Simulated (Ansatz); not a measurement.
**CsH as a strained film**

Level of theory: DFT r2SCAN, scalar-relativistic, plane waves, PAW (Ansatz 0.2.0). Run with 500 eV cutoff, 6×6×4 k-mesh, Gaussian smearing of 0.02 eV, no spin polarisation.

The relaxed crystal:

```
CELL_PARAMETERS angstrom
3.18800 3.18800 0.00000
-3.18800 3.18800 0.00000
0.00000 0.00000 6.37600
ATOMIC_POSITIONS crystal
Cs 0.00000 0.00000 0.00000
Cs 0.50000 0.50000 0.50000
H 0.50000 0.50000 0.00000
H 0.00000 0.00000 0.50000
```

The a-b plane is strained alike in both directions, as on a substrate, while c and the atoms relax within the symmetry that the strain leaves. Stress is positive in compression; energies are free energies at the smearing used, per atom.

| strain (%) | c (Å) | σ in plane (GPa) | ΔE (meV/atom) |
| --- | --- | --- | --- |
| -6.0 | 6.4425 | 2.33 | 24.32 |
| -4.0 | 6.4236 | 1.37 | 10.13 |
| -2.0 | 6.4016 | 0.61 | 2.41 |
| +0.0 | 6.3760 | 0.01 | 0.00 |
| +2.0 | 6.3550 | -0.46 | 1.89 |
| +4.0 | 6.3314 | -0.82 | 7.25 |
| +6.0 | 6.3053 | -1.09 | 15.37 |

Q: Get the biaxial modulus twice, from the stresses and from the energies of the innermost pair.

A: From stress: M = −Δσ/Δε = (0.61 − (-0.46)) / 0.040 = 27 GPa. Two in-plane directions each store σε/2, so the energy density is Mε²: M = (mean ΔE)/(V ε²) = 2.15 meV / (32.401 Å³ × 0.020²) × 0.16022 GPa Å³/meV = 27 GPa. The two agree.

Q: How well does Mε², with M from the stresses, predict the outermost points?

A: 19.5 meV predicted against 24.3 computed at -6.0 %; 19.5 meV predicted against 15.4 computed at +6.0 %. Compression costs more than stretching, the usual sign of bonds that stiffen as they shorten.

Q: How does c respond, and up to what thickness can a film with 1 % or 2 % misfit stay coherent on a thick substrate?

A: c answers with ε_c = −0.18 ε. In an isotropic solid that ratio is 2ν/(1 − ν), so ν = r/(2 + r) = 0.08. A film of thickness h stores Mε²h per area, 2.7 mJ/m² per nm at 1 %. The Matthews–Blakeslee balance for pure edge misfit dislocations, h = b/(8πf(1 + ν)) × (ln(h/b) + 1), with b taken as the in-plane vector a = 4.51 Å, solved by iteration, gives 5.9 nm at f = 1 % and 2.1 nm at 2 %. This is an isotropic estimate in which the moduli cancel; the real Burgers vector, glide system, anisotropy and slow kinetics can shift it by a factor of a few, mostly upward.